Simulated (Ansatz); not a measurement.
# ZrS2: the cost of one run

Program: Ansatz 0.2.0. Level of theory: DFT PBE, scalar-relativistic, plane waves, PAW. These are calculated values, not measurements.

6 further runs of the same task are left out: 1 that didn't finish, 5 set aside as unsound or not needed.

### 1 The system as given

The structure is trigonal, space group P-3m1 (No. 164). Conventional cell: a = 3.685 Å, b = 3.685 Å, c = 6.758 Å, α = 90.00°, β = 90.00°, γ = 120.00°. Around Zr (site symmetry -3m) lie 6 S at 2.57 Å. S (site symmetry 3m) is surrounded by 3 Zr at 2.57 Å.

Coordinates:

```cif
data_structure
_symmetry_space_group_name_H-M 'P-3m1'
_symmetry_Int_Tables_number 164
_cell_length_a 3.6852
_cell_length_b 3.6852
_cell_length_c 6.7579
_cell_angle_alpha 90.000
_cell_angle_beta 90.000
_cell_angle_gamma 120.000
_cell_volume 79.48
loop_
_atom_site_label
_atom_site_type_symbol
_atom_site_symmetry_multiplicity
_atom_site_Wyckoff_symbol
_atom_site_fract_x
_atom_site_fract_y
_atom_site_fract_z
_atom_site_occupancy
Zr1 Zr 1 a 0.00000 0.00000 0.00000 1
S1 S 2 d 0.66667 0.33333 0.78568 1
```

It goes back to an entry of the Materials Project.

This cell was relaxed beforehand with the same method: volume 26.49 Å³/atom, gap on the mesh 1.14 eV.

The unstrained cell comes from an earlier run at this level (3 atoms, E(σ→0) -5992.6537 eV, gap 1.14 eV over the zone).

### 2 At -1.0 %

input.yaml reads:

```yaml
crystal:
  lattice:
    - [3.6483562294, 0.0, 0.0]
    - [-1.8241781147, 3.1595691767, 0.0]
    - [0.0, 0.0, 6.7984556864]
  atoms:
    - { symbol: Zr, position: [0.0, 0.0, 0.0] }
    - { symbol: S, position: [0.6666666667, 0.3333333333, 0.7856836137] }
    - { symbol: S, position: [0.3333333333, 0.6666666667, 0.2143163863] }
basis:
  ecutwfc: 420
kpoints:
  mp_grid: { grid: [12, 12, 4] }
hamiltonian:
  xc: pbe
scf:
  occupations: { method: gaussian, width: 0.02 }
output:
  forces: true
  stress: true
  eigenvalues: true
relax:
  adjacent_minimum: "off"
  f_tol: 0.008
  max_steps: 40
  cell: { stress_tol: 0.015, fix: [a, b, gamma] }
```

Launch:

```bash
> ansatz run input.yaml --threads 1 --pin off --max-ram 2560MiB --backend cpu --events-out ev --progress --plain --runs-dir out
```

**Question.** How long does this run take on 1 thread of Intel Xeon Platinum 8488C (Sapphire Rapids), shared host, and how much memory does it need?

About 14 s, with a peak of 0.46 GiB.
